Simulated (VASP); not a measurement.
Crystal: Si3N4.

```
Si N
1.0
     7.59500    0.00000    0.00000
    -3.79750    6.57746    0.00000
     0.00000    0.00000    2.90230
Si N
6 8
Cartesian
  5.1760 1.1471 0.7256
  1.5946 5.0561 2.1767
  4.0136 3.9090 0.7256
  -1.3785 5.4304 2.1767
  2.2029 1.5214 0.7256
  -0.2161 2.6685 2.1767
  -1.0257 2.1673 0.7691
  5.2052 0.1954 2.2203
  2.4334 4.6055 0.7691
  4.8232 4.4102 2.2203
  -1.4077 6.3821 0.7691
  1.3641 1.9719 2.2203
  0.0000 4.3850 0.6803
  3.7975 2.1925 2.1314
```

```yaml
Program: VASP 6.6.1
Task: relaxation of cell and atoms
Functional: PBE
Potentials_or_basis: VASP PAW PBE potentials, release 64 (Si, N)
Cutoff: 520 eV
k_mesh: 4 × 4 × 9
Occupations: gaussian, width 0.1 eV
Spin: no spin polarisation
```

At the start: pressure -2.4 GPa; volume 10.36 Å³/atom.

Question: How do energy, volume and symmetry change on relaxing?

Answer: Over 35 steps the energy falls by 720.5 meV/atom and the volume is 10.62 Å³/atom (+2.6 %); space group P6_3/m (No. 176, to 0.05 Å).

The path:
| step | energy change (eV) | largest force (eV/Å) | pressure (GPa) | volume (Å³) |
| --- | --- | --- | --- | --- |
| 1 | 0.0000 | 2.4738 | -2.40 | 144.99 |
| 2 | -1.3529 | 2.0581 | 1.08 | 140.94 |
| 3 | -2.1711 | 1.7380 | -1.44 | 142.64 |
| 4 | -2.7085 | 2.6548 | 2.08 | 140.55 |
| 5 | -2.8521 | 3.0654 | 7.29 | 138.55 |
| 6 | -2.9554 | 3.1315 | 7.64 | 138.43 |
| 7 | -3.2554 | 3.2307 | 8.80 | 138.05 |
| 8 | -3.7567 | 3.0469 | 11.73 | 137.31 |
| 9 | -4.0497 | 2.8330 | 19.81 | 135.82 |
| 10 | -4.8499 | 3.0259 | 17.48 | 137.13 |
| 11 | -6.2063 | 4.1026 | 11.97 | 141.04 |
| 12 | -6.3592 | 4.5266 | 9.76 | 142.76 |
| 13 | -7.2706 | 2.8646 | 4.69 | 145.01 |
| 14 | -7.9974 | 1.5714 | -4.54 | 149.96 |
| 15 | -8.2739 | 1.4573 | -3.96 | 149.24 |
| 16 | -8.7929 | 1.2980 | -1.36 | 147.04 |
| 17 | -8.2291 | 2.6566 | 8.30 | 142.42 |
| 18 | -8.8504 | 1.4058 | 0.41 | 145.95 |
| 19 | -9.1791 | 0.8212 | 1.41 | 145.36 |
| 20 | -9.4014 | 1.4382 | 4.05 | 144.28 |
| 21 | -9.6493 | 0.7765 | 1.27 | 146.28 |
| 22 | -9.6965 | 0.8516 | -0.38 | 147.58 |
| 23 | -9.8396 | 0.6590 | -0.57 | 148.05 |
| 24 | -9.9576 | 0.7815 | -0.96 | 148.94 |
| 25 | -10.0658 | 0.2595 | -0.06 | 148.54 |
| 26 | -10.0755 | 0.2200 | 0.36 | 148.38 |
| 27 | -10.0810 | 0.1622 | 0.05 | 148.63 |
| 28 | -10.0824 | 0.1354 | 0.14 | 148.55 |
| 29 | -10.0845 | 0.1016 | -0.13 | 148.72 |
| 30 | -10.0847 | 0.0863 | -0.25 | 148.79 |
| 31 | -10.0859 | 0.0476 | 0.01 | 148.64 |
| 32 | -10.0861 | 0.0264 | 0.17 | 148.55 |
| 33 | -10.0864 | 0.0365 | 0.02 | 148.65 |
| 34 | -10.0864 | 0.0211 | 0.06 | 148.62 |
| 35 | -10.0865 | 0.0038 | -0.08 | 148.71 |

Final structure:
```xyz
14
Lattice="7.6615 0.0000 0.0000 -3.8308 6.6351 0.0000 0.0000 0.0000 2.9253" Properties=species:S:1:pos:R:3 pbc="T T T"
Si    5.2206    1.1614    0.9526
Si    1.6045    5.1019    2.4152
Si    4.0454    3.9405    0.9526
Si   -1.3899    5.4737    2.4152
Si    2.2262    1.5332    0.9526
Si   -0.2147    2.6946    2.4152
N    -1.0280    2.1896    0.9526
N     5.2513    0.2045    2.4152
N     2.4486    4.6500    0.9526
N     4.8588    4.4455    2.4152
N    -1.4205    6.4306    0.9526
N     1.3822    1.9851    2.4152
N     0.0000    4.4234    2.4150
N     3.8308    2.2117    0.9524
```
